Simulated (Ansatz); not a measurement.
Hg from a database of computed structures, 6 atoms and 120 valence electrons in a cell of about 148 Å³, was run 4 times in Ansatz 0.2.0, each time on 4 threads of Arm Neoverse V1, on a shared host. The times are single readings and vary with the host's load.

| run | k mesh | irreducible k | cutoff (eV) | plane waves | bands | SCF iterations | wall time | peak host memory (GiB) |
| --- | --- | --- | --- | --- | --- | --- | --- | --- |
| relaxation, PBE-D3(BJ) | 6×4×6 | 60 | 420 | 2923 | 72 | 47 | 76 s | 0.86 |
| relaxation, r2SCAN+rVV10 | 6×4×6 | 60 | 500 | 3755 | 72 | 21 | 77 s | 1.3 |
| bands, PBE | 6×6×6 | 80 | 420 | 2915 | 65 | 6 | 17 s | 0.82 |
| single point, r2SCAN | 6×6×6 | 80 | 500 | 3755 | 65 | 6 | 31 s | 1.2 |

The slowest run (relaxation, r2SCAN+rVV10) took about 5 times as long as the quickest (bands, PBE).
